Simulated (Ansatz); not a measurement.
## GaSb in Ansatz: the effect of functional

Crystal: GaSb.

```
Sb Ga
1.0
     0.00000    3.05900    3.05900
     3.05900    0.00000    3.05900
     3.05900    3.05900    0.00000
Sb Ga
1 1
Direct
  0.75000 0.75000 0.75000
  0.00000 0.00000 0.00000
```

Alike in all runs:

```yaml
Program: Ansatz 0.2.0
Task: band structure
Potentials_or_basis: Ansatz PAW
k_mesh: 8 × 8 × 8
Occupations: fermi-dirac, width 0.05 eV
Spin: no spin polarisation
```

Question: One run gave: gap on the mesh none; pressure 5.3 GPa. Which functional did it use?
A. r2SCAN
B. LDA
C. RPBE
D. BLYP
E. revPBE

Answer: D.

```csv
functional,cutoff,gap on the mesh (eV),pressure (GPa)
LDA,420 eV (not typed: the program's choice for these potentials),none,-1.7
PBE,420 eV (not typed: the program's choice for these potentials),none,2.3
PBEsol,420 eV (not typed: the program's choice for these potentials),none,-0.2
RPBE,420 eV (not typed: the program's choice for these potentials),0.13,3.9
revPBE,420 eV (not typed: the program's choice for these potentials),0.11,3.5
BLYP,420 eV (not typed: the program's choice for these potentials),none,5.3
r2SCAN,500 eV (not typed: the program's choice for these potentials),0.47,0.4
```

Caveats: spin-orbit coupling is left out, which moves the levels of the heavy elements; the PAW data sets come from PBE, with cores solved anew for the run's functional, which leaves a small shift of forces and pressure (some runs).

A gap of «none» marks a metal or a gap under the smearing width.
